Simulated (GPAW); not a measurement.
A run of GPAW 26.7.0:

Contents of run.py:

```python
from ase import Atoms
from ase.dft.bandgap import bandgap
from ase.io import write
from gpaw import GPAW, PW

atoms = Atoms(['Zn', 'Zn', 'O', 'O'],
              cell=[[3.249308, 0.0, 0.0],
                    [-1.624654, 2.8139832727, 0.0],
                    [0.0, 0.0, 5.205709]],
              scaled_positions=[[0.6666666667, 0.3333333333, 0.0],
                                [0.3333333333, 0.6666666667, 0.5],
                                [0.3333333333, 0.6666666667, 0.87901],
                                [0.6666666667, 0.3333333333, 0.37901]],
              pbc=True)

calc = GPAW(mode=PW(800),
            xc='TB09',
            kpts={'size': (8, 8, 4), 'gamma': True},
            occupations={'name': 'fermi-dirac', 'width': 0.05},
            nbands=31,
            convergence={'density': 1e-05, 'energy': 1e-05},
            eigensolver='cg',
            maxiter=150,
            txt='gpaw.txt')
atoms.calc = calc
energy = atoms.get_potential_energy()
calc.write('gs.gpw')
write('result.traj', atoms)
print('Fermi level:', round(calc.get_fermi_level(), 4), 'eV')
print(f'Gap: {bandgap(calc)[0]:.4f} eV, direct: {bandgap(calc, direct=True)[0]:.4f} eV')
```

Potentials or basis: GPAW PAW data sets for LDA (gpaw-data 1.2.1), pw.

Command:

```sh
$ OMP_NUM_THREADS=1 python run.py
```

Hardware: 1 thread of Arm Neoverse V2, with other jobs on the host.

Problem. How long does it take, and how much memory?

Solution. It took 7.8 min on 1 thread of Arm Neoverse V2, on a shared host, peak memory 0.33 GiB. Counts: scf iterations 85.
